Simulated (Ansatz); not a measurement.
**Na2I: balancing the decomposition**

All numbers below come from DFT PBE, scalar-relativistic, plane waves, PAW in Ansatz. Settings: cutoff 420 eV, Γ-centred meshes spaced at most about 0.3 Å⁻¹, and about 0.25 Å⁻¹ or finer for metals (2π included), Gaussian smearing. No spin polarisation.

Energies over the elements count from the elements' standard structures at the same level, with no fitted energy shifts.

Temperature and zero-point effects are left out. These runs have no spin–orbit coupling, which can matter for I. The reference form of I is held partly by dispersion forces, which this level lacks.

A trial structure of Na2I (reached from: LaBr2 type (P6_3/mmc); relaxed: space group P6_3/mmc (No. 194), a = 4.355 Å, c = 14.688 Å) has a formation energy of -0.713 eV/atom. At its composition the lowest mixture among the elements and 1 reference phase computed alike (others may be missing) consists of these:

| phase | source | ΔE_f (eV/atom) |
| --- | --- | --- |
| Na (solid) | element | -0.001 |
| NaI (Fm-3m) | COD | -1.280 |

The lowest database cell of Na (-0.001) lies slightly below the reference, hence the non-zero entry.

Task: Write the balanced decomposition and find its energy per atom, per formula unit and per mole of formula units.

Result: Balancing Na and I gives Na2I → Na + NaI. The left side holds 3 atoms, and the products take 1/3 (Na) and 2/3 (NaI) of them. The mixture therefore lies at 1/3 × (-0.001) + 2/3 × (-1.280) = -0.854 eV/atom. The reaction energy is -0.854 − (-0.713) = -0.141 eV/atom. Times 3 atoms that is -0.423 eV per Na2I, and times 96.485 it is -41 kJ per mole of Na2I. Decomposition is downhill, so the trial structure is unstable against this mixture.
